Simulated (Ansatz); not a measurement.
The system is Ge.

```
CELL_PARAMETERS angstrom
0.00000 2.88574 5.11566
2.63050 0.00000 5.11566
2.63050 2.88574 0.00000
ATOMIC_POSITIONS crystal
Ge 0.72649 0.27351 0.72649
Ge 0.27351 0.72649 0.27351
Ge 0.21813 0.21813 0.78187
Ge 0.78187 0.78187 0.21813
```

This isn't the form of Ge at room conditions, which is diamond.

| Item | Value |
| --- | --- |
| Program | Ansatz 0.2.0 |
| Task | relaxation of cell and atoms |
| Functional | HSE06 |
| Potentials or basis | Ansatz PAW |
| Cutoff | 420 eV (not typed: the program's choice for these potentials) |
| k mesh | 4 × 4 × 4 |
| Occupations | fermi-dirac, width 0.05 eV |
| Spin | no spin polarisation |

At the start: volume 19.42 Å³/atom.

Question: Where does the relaxation end?

Answer: It ends after 8 steps and the volume is 18.72 Å³/atom (-3.6 %); space group Fmmm (No. 69, to 0.05 Å).

The path:
| step | energy change (eV) | largest force (eV/Å) | volume (Å³) |
| --- | --- | --- | --- |
| 1 | 0.0000 | 0.2316 | 77.67 |
| 2 | -0.0847 | 0.0355 | 73.87 |
| 3 | -0.0977 | 0.0823 | 74.85 |
| 4 | -0.1037 | 0.0687 | 75.00 |
| 5 | -0.1037 | 0.0207 | 75.06 |
| 6 | -0.1062 | 0.0143 | 74.90 |
| 7 | -0.1062 | 0.0041 | 74.89 |
| 8 | -0.1054 | 0.0040 | 74.89 |

Final structure:
```
Ge
1.0
     0.00000    2.94878    4.99289
     2.54344    0.00000    4.99289
     2.54344    2.94878    0.00000
Ge
4
Direct
  0.72548 0.27452 0.72548
  0.27452 0.72548 0.27452
  0.21140 0.21140 0.78860
  0.78860 0.78860 0.21140
```

Caveat: the k mesh is coarse (spacing up to 0.43 Å⁻¹), so the values aren't converged, least of all with exact exchange; the plane-wave basis is chosen anew once the cell has moved, so the energies of steps on either side of that aren't comparable; the PAW data sets come from PBE, with cores solved anew for the run's functional, which leaves a small shift of forces and pressure.
